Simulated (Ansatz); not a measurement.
HfS2, CdI2 type was put through Ansatz (plane waves). The cell was relaxed beforehand with r2SCAN+rVV10.

The cell:
```
CELL_PARAMETERS angstrom
3.63029 0.00000 0.00000
-1.81515 3.14393 0.00000
0.00000 0.00000 5.87835
ATOMIC_POSITIONS crystal
Hf 0.00000 0.00000 0.00000
S 0.33333 0.66667 0.24463
S 0.66667 0.33333 0.75537
```

The log, with set-up remarks and timings taken out:
```
Pseudopotential: Hf, paw, valence charge 26, recommended cutoff 420 eV (normal)
Pseudopotential: S, paw, valence charge 6, recommended cutoff 420 eV (normal)
Functional definition: PBE
Crystal: 3 atoms, lattice volume = 67.092 Å³
Basis set: ecut = 420 eV, 1315 PW (Γ)
Bands: 23, of which v1, the nominal top of the filled ones, is band 19 counted from 1 (18 counted from 0)
Symmetry: 12 space group operations
k-points: 47 of 144 (irreducible under 2 space group operations, time reversal used)
SCF 1 converged in 10 iterations: F = -17530.159609 eV  dr2 = 2.75e-12
SCF 1 converged in 5 iterations: F = -17530.166025 eV  dr2 = 3.46e-8
SCF converged after 10 iterations
Free energy (F): -17530.159609 eV
Fermi energy:    9.052826 eV
--- Per-component energies (eV) ---
  E_band       = -209.961415
  E_kinetic    = 634.750200
  E_local      = -8203.407024
  E_nonlocal   = -1186.835080
  E_hartree    = 3785.703374
  E_xc         = -494.253934
  E_vxc        = -440.998275
  E_paw        = -8127.441659
  E_vpaw       = 1415.122070
  E_ewald      = -3938.675487
--- Band table (eV; the first three rows and the last of 47) ---
  k-point 0: bands = […, 4.2559, 6.2031, 6.2031, 8.9411, 8.9411, 9.0528, 10.9801, 10.9801, 11.6252, 14.4279]
  k-point 1: bands = […, 4.7093, 6.2228, 6.2228, 8.1837, 8.8738, 8.8738, 10.9584, 10.9584, 11.8103, 14.6343]
  k-point 2: bands = […, 5.3852, 6.2431, 6.2431, 7.2183, 8.8080, 8.8080, 10.9365, 10.9365, 11.8892, 14.8622]
  k-point 46: bands = […, 4.6152, 5.5455, 6.3698, 6.7121, 6.9757, 7.5226, 11.1512, 12.3520, 13.0334, 14.5076]
--- Dielectric response (ions clamped): 3 representative field directions + reference, inside a basis on a mesh of 1152 k-points ---
  ε∞ (high-frequency dielectric tensor):
       10.153253     0.000000     0.000000
        0.000000    10.153253     0.000000
        0.000000     0.000000     5.147796
  Born effective charges Z* (e; rows j = field, columns β = displacement):
    site 0:
         6.70558    0.00000    0.00000
         0.00000    6.70558    0.00000
         0.00000    0.00000    1.86597
    site 1:
        -3.35279    0.00000    0.00000
         0.00000   -3.35279    0.00000
         0.00000    0.00000   -0.93298
    site 2:
        -3.35279    0.00000    0.00000
         0.00000   -3.35279    0.00000
         0.00000    0.00000   -0.93298
  ε∞ is read to err by 3.7e-2, Z* by 4.3e-2 e
```

**Question.** Reconstruct the input.

**Answer.**
```yaml
crystal:
  # lattice and atoms as above
kpoints:
  mp_grid: { grid: [6, 6, 4] }
hamiltonian:
  xc: pbe
scf:
  occupations: { method: fixed }
dielectric: {}
```
A response with clamped ions alone is the dielectric block. This is the file that was run; thresholds and some counts can't be read off the log exactly.

Run as `ansatz run input.yaml --threads 4 --pin off --max-ram 7372MiB --backend cpu --events-out ev --progress --plain --runs-dir out`. It took 41 s on 4 threads of Intel(R) Xeon(R) Platinum 8488C (Sapphire Rapids) (shared host); peak host memory 1.7 GiB.

Calculated for a static, non-magnetic cell.

Spin-orbit coupling is left out, which matters wherever the heavy atoms make up the band edges.
